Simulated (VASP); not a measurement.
LiH under changes of volume

One of the cells (8.338 Å³/atom); the others are scaled copies at fixed shape and fractional positions:

```xyz
4
Lattice="2.7985 0.0000 0.0000 -1.3993 2.4236 0.0000 0.0000 0.0000 4.9175" Properties=species:S:1:pos:R:3 pbc="T T T"
Li    0.0000    0.0000    0.0000
Li    0.0000    0.0000    2.4588
H     1.3993    0.8079    1.2294
H     0.0000    1.6157    3.6882
```

The cell was built by a generator and needn't be a form met in nature.

```yaml
Program: VASP 6.6.1
Functional: PBE
Potentials_or_basis: VASP PAW PBE potentials, release 64 (Li_sv, H)
Cutoff: 520 eV
k_mesh: 11 × 11 × 6
Occupations: fermi-dirac, width 0.05 eV
Spin: no spin polarisation
```

```csv
volume (Å³/atom),energy over the lowest point (meV/atom),gap on the mesh (eV)
7.684,3.30,4.51
7.848,1.28,4.49
8.011,0.09,4.47
8.338,0.00,4.42
8.502,0.97,4.39
8.665,?,?
```

Q: What does the run at 8.665 Å³/atom give?

A: Energy over the lowest point 2.54 meV/atom; gap on the mesh 4.37 eV.

Worked out: A Birch-Murnaghan fit of order 3 (a polynomial in V^(-2/3)) to the other rows has its minimum at 8.18 Å³/atom with B0 = V·E''(V) = 35 GPa and B' = 3.0 at fixed shape and positions, which overstates the stiffness. It gives 2.55 meV/atom at 8.665 Å³/atom, against the run's 2.54. A straight line through the other rows of the gap, of slope -1.18 eV per unit of ln V, extrapolates to 4.37 eV, against the run's 4.37.

Energies are extrapolated to zero smearing.

Caveats: the cutoff is under 1.25 times the usual one of these potentials, so pressure, stress and relaxed cells hold a basis-set (Pulay) error; an odd mesh through Γ misses points on the zone boundary, where band edges often lie.
